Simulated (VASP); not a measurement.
# GaAs (F-43m) in VASP: further runs

The runs below take GaAs through relaxation of the atoms, single point, relaxation of cell and atoms, with PBEsol.

Program: VASP 6.6.1. These are calculated values, not measurements. Logs are shortened: lines on timing, memory, paths and dates and some standing lists are left out, and cuts for length are marked.

**What was measured.**

From “Evidence of valence band perturbations in GaAsN/GaAs(001): A combined variable-angle spectroscopic ellipsometry and modulated photoreflectance investigation”, 2008, arxiv:0805.2212, for a bulk crystal of GaAs at 300 K: band gap 1.418 ± 0.005 eV (direct); band gap 1.412 ± 0.01 eV (direct).

How close the calculation comes is told below.

### 1 Starting point

Symmetry: F-43m, No. 216, cubic system. The conventional cell has a = 5.654 Å, b = 5.654 Å, c = 5.654 Å, α = 90.00°, β = 90.00°, γ = 90.00°. Around Ga (site symmetry -43m) lie 4 As at 2.45 Å. As (site symmetry -43m) is surrounded by 4 Ga at 2.45 Å.

### 2 Relaxation of the atoms, PBEsol ((1 0 0) slab, atoms relaxed)

Input file INCAR:

```
  ALGO = Fast
  DIPOL = 0.5 0.5 0.500
  EDIFF = 1E-6
  EDIFFG = -0.02
  ENCUT = 520
  GGA = PS
  IBRION = 2
  IDIPOL = 3
  ISIF = 2
  ISMEAR = 0
  LASPH = True
  LCHARG = False
  LDIPOL = True
  LREAL = False
  LWAVE = False
  NELM = 80
  NSW = 80
  PREC = Accurate
  SIGMA = 0.05
```

Input file KPOINTS:

```
k-points
0
Gamma
  9 9 1
```

Input file POSCAR:

```
Ga4As5
1.0
    4.0010046268      0.0000000000      0.0000000000
    0.0000000000      4.0010046268      0.0000000000
    0.0000000000      0.0000000000     26.3165500128
As Ga
5 4
Direct
    0.0000000000      0.5000000000      0.2849917636
    0.5000000000      0.0000000000      0.3924958818
    0.0000000000      0.5000000000      0.5000000000
    0.5000000000      0.0000000000      0.6075041182
    0.0000000000      0.5000000000      0.7150082364
    0.5000000000      0.5000000000      0.3387438227
    0.0000000000      0.0000000000      0.4462479409
    0.5000000000      0.5000000000      0.5537520591
    0.0000000000      0.0000000000      0.6612561773
```

Potentials or basis: VASP PAW PBE potentials, release 64 (As, Ga_d).

The run is started by

```bash
cat potpaw_PBE.64/As/POTCAR potpaw_PBE.64/Ga_d/POTCAR > POTCAR
mpirun -np 1 vasp_std > vasp.out
```

OUTCAR:

```text
EDIFF = 1E-6
   EDIFFG = -0.02
   ENCUT = 520
   GGA = PS
   IBRION = 2
   ISIF = 2
   ISMEAR = 0
   LASPH = True
   LREAL = False
   NELM = 80
   NSW = 80
   PREC = Accurate

 ion  position               nearest neighbor table
   1  0.000  0.500  0.285-   6 2.45   6 2.45
   2  0.500  0.000  0.392-   6 2.45   7 2.45   6 2.45   7 2.45
   3  0.000  0.500  0.500-   7 2.45   8 2.45   7 2.45   8 2.45
   4  0.500  0.000  0.608-   8 2.45   9 2.45   8 2.45   9 2.45
   5  0.000  0.500  0.715-   9 2.45   9 2.45
   6  0.500  0.500  0.339-   2 2.45   2 2.45   1 2.45   1 2.45
   7  0.000  0.000  0.446-   2 2.45   3 2.45   3 2.45   2 2.45
   8  0.500  0.500  0.554-   3 2.45   4 2.45   4 2.45   3 2.45
   9  0.000  0.000  0.661-   4 2.45   4 2.45   5 2.45   5 2.45

  LATTYP: Found a simple tetragonal cell.
 ALAT       =     4.0010046268
 C/A-ratio  =     6.5774855236

  Lattice vectors:

 A1 = (   4.0010046268,   0.0000000000,   0.0000000000)
 A2 = (   0.0000000000,   4.0010046268,   0.0000000000)
 A3 = (   0.0000000000,   0.0000000000,  26.3165500128)

Analysis of symmetry for initial positions (statically):
=====================================================================
 Subroutine PRICEL returns:
 Original cell was already a primitive cell.

 Routine SETGRP: Setting up the symmetry group for a
 simple tetragonal supercell.

 Subroutine GETGRP returns: Found  8 space group operations
 (whereof  4 operations were pure point group operations)
 out of a pool of 16 trial point group operations.

The static configuration has the point symmetry C_2v.
 The point group associated with its full space group is D_2d.

Analysis of symmetry for dynamics (positions and initial velocities):
=====================================================================
 Subroutine PRICEL returns:
 Original cell was already a primitive cell.

 Routine SETGRP: Setting up the symmetry group for a
 simple tetragonal supercell.

 Subroutine GETGRP returns: Found  8 space group operations
 (whereof  4 operations were pure point group operations)
 out of a pool of 16 trial point group operations.

The dynamic configuration has the point symmetry C_2v.
 The point group associated with its full space group is D_2d.

 Subroutine INISYM returns: Found  8 space group operations
 (whereof  4 operations are pure point group operations),
 and found     1 'primitive' translations

----------------------------------------------------------------------------------------

                                     Primitive cell

  volume of cell :     421.2763

  direct lattice vectors                    reciprocal lattice vectors
     4.001004627  0.000000000  0.000000000     0.249937227  0.000000000  0.000000000
     0.000000000  4.001004627  0.000000000     0.000000000  0.249937227  0.000000000
     0.000000000  0.000000000 26.316550013     0.000000000  0.000000000  0.037998902

  length of vectors
     4.001004627  4.001004627 26.316550013     0.249937227  0.249937227  0.037998902

  position of ions in fractional coordinates (direct lattice)
     0.000000000  0.500000000  0.284991764
     0.500000000  0.000000000  0.392495882
     0.000000000  0.500000000  0.500000000
     0.500000000  0.000000000  0.607504118
     0.000000000  0.500000000  0.715008236
     0.500000000  0.500000000  0.338743823
     0.000000000  0.000000000  0.446247941
     0.500000000  0.500000000  0.553752059
     0.000000000  0.000000000  0.661256177

  ion indices of the primitive-cell ions
   primitive index   ion index
                 1           1
                 2           2
                 3           3
                 4           4
                 5           5
                 6           6
                 7           7
                 8           8
                 9           9

[... 39 lines left out ...]
  0.444444  0.222222  0.000000      8.000000
  0.333333  0.333333  0.000000      4.000000
  0.444444  0.333333  0.000000      8.000000
  0.444444  0.444444  0.000000      4.000000
   k-points           NKPTS =     15   k-points in BZ     NKDIM =     15   number of bands    NBANDS=     46
   number of dos      NEDOS =    301   number of ions     NIONS =      9
   total plane-waves  NPLWV = 176400
   dimension x,y,z NGX =    30 NGY =   30 NGZ =  196
   dimension x,y,z NGXF=    60 NGYF=   60 NGZF=  392
   ions per type =               5   4
   NGX,Y,Z   is equivalent  to a cutoff of  12.47, 12.47, 12.38 a.u.
   NGXF,Y,Z  is equivalent  to a cutoff of  24.93, 24.93, 24.76 a.u.
 SYSTEM =  unknown system
   PREC   = accura    normal or accurate (medium, high low for compatibility)
   ISTART =      0    job   : 0-new  1-cont  2-samecut
   ICHARG =      2    charge: 1-file 2-atom 10-const
   ISPIN  =      1    spin polarized calculation?
   LNONCOLLINEAR =      F non collinear calculations
   LSORBIT =      F    spin-orbit coupling
   LASPH  =      T    aspherical Exc in radial PAW
   ENCUT  =  520.0 eV  38.22 Ry    6.18 a.u.   7.44  7.44 48.93*2*pi/ulx,y,z
   NELM   =     80;   NELMIN=  2; NELMDL= -5     # of ELM steps
   EDIFF  = 0.1E-05   stopping-criterion for ELM
   LREAL  =      F    real-space projection
   EDIFFG = -.2E-01   stopping-criterion for IOM
   NSW    =     80    number of steps for IOM
   IBRION =      2    ionic relax: 0-MD 1-quasi-New 2-CG
   NFREE  =      1    steps in history (QN), initial steepest desc. (CG)
   ISIF   =      2    stress and relaxation
   ISYM   =      2    0-nonsym 1-usesym 2-fastsym
   POTIM  = 0.5000    time-step for ionic-motion
   TEBEG  =    0.0;   TEEND  =   0.0 temperature during run
   PSTRESS=    0.0 pullay stress
   NELECT =      77.0000    total number of electrons
   NUPDOWN=      -1.0000    fix difference up-down
   EMIN   =  10.00;   EMAX   =-10.00  energy-range for DOS
   EFERMI =   0.00;   METHOD = LEGACY
   ISMEAR =     0;   SIGMA  =   0.05  broadening in eV -4-tet -1-fermi 0-gaus
   EFERMI_NEDOS =   21; number of points for ismear=-14 and -15
   IALGO  =     68    algorithm
   IMIX   =      4    mixing-type and parameters
     AMIX     =   0.40;   BMIX     =  1.00
     AMIX_MAG =   1.60;   BMIX_MAG =  1.00
  volume/ion in A,a.u.               =      46.81       315.88
  Fermi-wavevector in a.u.,A,eV,Ry     =   0.929072  1.755692 11.744207  0.863175
  Thomas-Fermi vector in A             =   2.055316
   LORBIT       =      0    0 simple, 1 ext, 2 COOP (PROOUT), +10 PAW based schemes
   GGA     = PS    functional components
   LHFCALC =     F    Hartree Fock is set to
   AEXX    =    0.0000 exact exchange contribution
   IVDW    =     0    specifies the selected vdW correction
   LEPSILON=     F    determine dielectric tensor
   LRPA    =     F    only Hartree local field effects (RPA)
 conjugate gradient relaxation of ions
 non-spin polarized calculation
 RMM-DIIS sequential band-by-band and
 Gauss-broadening in eV      SIGMA  =   0.05
  energy-cutoff  :      520.00
  volume of cell :      421.28
 maximum number of plane-waves:     11465
 NGX is ok and might be reduce to    30
   NGX = 15   NGY = 15   NGZ = 97

--------------------------------------- Ionic step        1  -------------------------------------------

 number of electron      77.0000004 magnetization

 Free energy of the ion-electron system (eV)
  ---------------------------------------------------
  ext. energy  EPLUGINS =         0.00000000
  ---------------------------------------------------
  free energy    TOTEN  =       -38.30386167 eV

  energy without entropy =      -38.29283326  energy(sigma->0) =      -38.29834746

------------------------ aborting loop because EDIFF is reached ----------------------------------------

  FORCE on cell =-STRESS in cart. coord.  units (eV):
  Direction    XX          YY          ZZ          XY          YZ          ZX
  --------------------------------------------------------------------------------------
  -------------------------------------------------------------------------------------
  Total       -2.7420118     -2.7420118      0.3770959      0.0000000      0.0000000      0.0000000
  in kB      -10.4282838    -10.4282838      1.4341526      0.0000000      0.0000000      0.0000000
  external PRESSURE =      -6.4741383 kB  Pullay stress =       0.0000000 kB
[... 116 lines left out ...]
--------------------------------------- Ionic step        4  -------------------------------------------

 number of electron      77.0000011 magnetization

 dipolmoment           0.000000      0.000000      0.000000 electrons x Angstroem

------------------------ aborting loop because EDIFF is reached ----------------------------------------

  FORCE on cell =-STRESS in cart. coord.  units (eV):
  Direction    XX          YY          ZZ          XY          YZ          ZX
  --------------------------------------------------------------------------------------
  -------------------------------------------------------------------------------------
  Total       -2.4873577     -2.4873577      0.1581364      0.0000000      0.0000000      0.0000000
  in kB       -9.4597958     -9.4597958      0.6014165      0.0000000      0.0000000      0.0000000
  external PRESSURE =      -6.1060583 kB  Pullay stress =       0.0000000 kB
[... 30 lines left out ...]
--------------------------------------- Ionic step        5  -------------------------------------------

 number of electron      77.0000011 magnetization

 dipolmoment           0.000000      0.000000     -0.000000 electrons x Angstroem

 Free energy of the ion-electron system (eV)
  ---------------------------------------------------
  ext. energy  EPLUGINS =         0.00000000
  ---------------------------------------------------
  free energy    TOTEN  =       -38.31471377 eV

  energy without entropy =      -38.30513784  energy(sigma->0) =      -38.30992581

 E-fermi :  -1.3453     XC(G=0):  -5.3524

 val. band max:       -1.3528222877   @ k =   0.0000   0.0000   0.0000
 cond. band min:      -1.3387092711   @ k =   0.2222   0.1111   0.0000
 fundamental gap:      0.0141130166
 Fermi energy:        -1.3453019234

 k-point     1 :       0.0000    0.0000    0.0000
  band No.  band energies     occupation
      1     -15.9678      2.00000
      2     -15.9137      2.00000
      3     -15.8670      2.00000
      4     -15.8670      2.00000
      5     -15.8427      2.00000
      6     -15.8427      2.00000
[... 724 lines left out ...]
     45       2.6359      0.00000
     46       2.7746      0.00000

------------------------ aborting loop because EDIFF is reached ----------------------------------------

 vacuum level on the upper side and lower side of the slab       (xc-potential included)        -0.016        -0.016

  FORCE on cell =-STRESS in cart. coord.  units (eV):
  Direction    XX          YY          ZZ          XY          YZ          ZX
  --------------------------------------------------------------------------------------
  -------------------------------------------------------------------------------------
  Total       -2.4635769     -2.4635769      0.1660407      0.0000000      0.0000000      0.0000000
  in kB       -9.3693538     -9.3693538      0.6314777      0.0000000      0.0000000      0.0000000
  external PRESSURE =      -6.0357433 kB  Pullay stress =       0.0000000 kB
[... 24 lines left out ...]
  FREE ENERGIE OF THE ION-ELECTRON SYSTEM (eV)
  ---------------------------------------------------
  free  energy   TOTEN  =       -38.3147137748 eV

  energy  without entropy=      -38.3051378429  energy(sigma->0) =      -38.30992581

 reached required accuracy - stopping structural energy minimisation

 vacuum level on the upper side and lower side of the slab         4.437         4.437
```

It took 10 min on 1 thread of Intel Xeon 6975P-C (Granite Rapids), shared host; peak memory 0.58 GiB.

Results:

```yaml
Free_energy: -38.3147 eV
Energy_gained_by_relaxing: 1.2 meV/atom
Ionic_steps: 5
Largest_force_after_relaxing: 0.015 eV/Å
Band_gap_on_the_k_mesh: none (metal or under the smearing width)
```

Forces on the atoms (eV/Å):
```
As   0.000  0.000  0.004
As   0.000  0.000 -0.015
As   0.000  0.000  0.000
As   0.000  0.000  0.015
As   0.000  0.000 -0.004
Ga   0.000  0.000 -0.012
Ga   0.000  0.000 -0.001
Ga   0.000  0.000  0.001
Ga   0.000  0.000  0.012
```

The path:
```tsv
step	energy change (eV)	largest force (eV/Å)	pressure (GPa)
1	0.0000	0.2588	-0.65
2	-0.0092	0.1133	-0.62
3	-0.0106	0.0377	-0.61
4	-0.0106	0.0335	-0.61
5	-0.0109	0.0147	-0.60
```

Final structure:
```cif
data_structure
_symmetry_space_group_name_H-M 'P 1'
_symmetry_Int_Tables_number 1
_cell_length_a 4.0010
_cell_length_b 4.0010
_cell_length_c 26.3166
_cell_angle_alpha 90.000
_cell_angle_beta 90.000
_cell_angle_gamma 90.000
_cell_volume 421.28
loop_
_atom_site_label
_atom_site_type_symbol
_atom_site_fract_x
_atom_site_fract_y
_atom_site_fract_z
_atom_site_occupancy
As1 As 0.00000 0.50000 0.28523 1
As2 As 0.50000 0.00000 0.39312 1
As3 As 0.00000 0.50000 0.50000 1
As4 As 0.50000 0.00000 0.60688 1
As5 As 0.00000 0.50000 0.71477 1
Ga1 Ga 0.50000 0.50000 0.33793 1
Ga2 Ga 0.00000 0.00000 0.44599 1
Ga3 Ga 0.50000 0.50000 0.55401 1
Ga4 Ga 0.00000 0.00000 0.66207 1
```

Caveat: the PAW data sets were made with another functional, which shifts forces and pressure a little.

(Part 1 of 2 ends here.)
